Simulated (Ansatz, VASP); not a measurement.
Re in VASP and in Ansatz

```
Re
1.0
     0.00000    1.98156    1.98156
     1.98156    0.00000    1.98156
     1.98156    1.98156    0.00000
Re
1
Direct
  0.00000 0.00000 0.00000
```

Change from the starting cell: volume scaled by 1.01, crystal datasets.

Alike in both runs: task electric field gradients; functional PBEsol; k mesh 14 × 14 × 14; occupations fermi-dirac, width 0.05 eV; no spin polarisation.

```csv
,VASP,Ansatz
version,VASP 6.6.1,Ansatz 0.2.0
potentials or method,"VASP PAW PBE potentials, release 64 (Re), cutoff 520 eV","all-electron PAW with datasets made for the crystal, scalar-relativistic"
```

VASP gave:

```
pressure (GPa)                                                 : -21.9
Vzz of the field gradient on the site that differs most (V/Å²) : 0.0
```

Task: Which values does Ansatz return?

Result: Pressure (GPa): -21.3; Vzz of the field gradient on the site that differs most (V/Å²): 0.0.

Ansatz ran all-electron here, so the differences hold the error of VASP's frozen core and of both bases. Ansatz warned: «gradients_without_spin_orbit».

Caveats: so large a pressure means that the cell lies far from this level's equilibrium, or that cutoff or potentials fall short (VASP); the potentials were made for another functional, which shifts forces and pressure (VASP). The runs have no spin-orbit coupling, so splittings on Re are missing.
